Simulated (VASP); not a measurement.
Set up this calculation in VASP 6.6.1, as the native input.

```yaml
Task: relaxation of cell and atoms
Functional: revPBE
Potentials_or_basis: VASP PAW PBE potentials, release 64 (Mo_sv)
Cutoff: 600 eV
k_mesh: 12 × 12 × 12
Occupations: fermi-dirac, width 0.05 eV
Spin: no spin polarisation
Further_INCAR_settings: ALGO = Fast; EDIFF = 1e-07; IBRION = 2; EDIFFG = -0.01; NSW = 40; ISIF = 3
```

The structure of Mo lies in POSCAR:

```
Mo
1.0
   -1.5838089719      1.5838089719      1.5838089719
    1.5838089719     -1.5838089719      1.5838089719
    1.5838089719      1.5838089719     -1.5838089719
Mo
1
Direct
    0.0000000000      0.0000000000      0.0000000000
```

The input as run:

INCAR

```
PREC = Accurate
ENCUT = 600
EDIFF = 1E-7
ISMEAR = -1
SIGMA = 0.05
LREAL = False
LASPH = True
NELM = 80
ALGO = Fast
ISIF = 3
LWAVE = False
LCHARG = False
GGA = RE
IBRION = 2
NSW = 40
EDIFFG = -0.01
```

KPOINTS

```
regular mesh
0
Gamma
  12 12 12
```

Potentials or basis: VASP PAW PBE potentials, release 64 (Mo_sv).

The run is started by

```console
$ cat potpaw_PBE.64/Mo_sv/POTCAR > POTCAR
$ mpirun -np 1 vasp_std > vasp.out
```

It gave:

- Relaxed volume: 15.95 Å³/atom
- Relaxed cell: a = 2.747 Å, b = 2.747 Å, c = 2.747 Å, α = 109.47°, β = 109.47°, γ = 109.47°
- Space group after relaxing (to 0.05 Å): Im-3m (No. 229)
- Energy gained by relaxing: 0.2 meV/atom
- Ionic steps: 3
- Pressure after relaxing: 0.1 GPa
- Band gap on the k mesh: none (metal or under the smearing width)

Caveat: the PAW data sets were made with another functional, which shifts forces and pressure a little.

Wall time 40 s on 1 thread of AMD EPYC 7R13 Processor (Zen 3), on a shared host, peak memory 0.12 GiB.
